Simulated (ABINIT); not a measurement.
SnO2:

```xyz
3
Lattice="1.6171 0.9336 4.8006 -1.6171 0.9336 4.8006 0.0000 -1.8673 4.8006" Properties=species:S:1:pos:R:3 pbc="T T T"
Sn    0.0000    0.0000    7.2009
O     0.0000    0.0000   10.9861
O     0.0000    0.0000    3.4157
```

Measurements of this composition are mostly on another form, of space group No. 136.

```yaml
Program: ABINIT 10.8.3 (patched build)
Task: relaxation of cell and atoms
Functional: PBEsol
Potentials_or_basis: JTH PAW PBE v2.0
Cutoff: 626 eV
k_mesh: 8 × 8 × 8
Occupations: fermi-dirac, width 0.05 eV
Spin: no spin polarisation
```

At the start: pressure -5.5 GPa; volume 14.50 Å³/atom.

Question: How do energy, volume and symmetry change on relaxing?

Answer: Over 14 steps the energy falls by 12.8 meV/atom and the volume is 13.07 Å³/atom (-9.9 %); space group R-3m (No. 166, to 0.05 Å).

Step by step:
```csv
step,energy change (eV),largest force (eV/Å),pressure (GPa),volume (Å³)
1,0.0000,0.4479,-5.47,43.49
2,-0.0221,0.2213,-2.72,42.76
3,-0.0287,0.0130,0.08,42.08
4,-0.0289,0.0094,-0.05,42.09
5,-0.0298,0.0290,-0.45,42.05
6,-0.0301,0.0602,-0.42,41.94
7,-0.0306,0.1007,-0.23,41.74
8,-0.0312,0.1409,0.03,41.44
9,-0.0324,0.1876,0.44,40.84
10,-0.0343,0.2354,1.19,39.51
11,-0.0358,0.1856,1.11,39.03
12,-0.0382,0.0105,-0.03,39.04
13,-0.0383,0.0052,-0.04,39.18
14,-0.0383,0.0007,0.00,39.20
```

Final structure:
```
Sn O
1.0
     1.60619    0.92733    4.38643
    -1.60619    0.92733    4.38643
     0.00000   -1.85467    4.38643
Sn O
1 2
Direct
  0.50000 0.50000 0.50000
  0.75854 0.75854 0.75854
  0.24146 0.24146 0.24146
```

Caveat: the PAW data sets were made with another functional, which shifts forces and pressure a little.
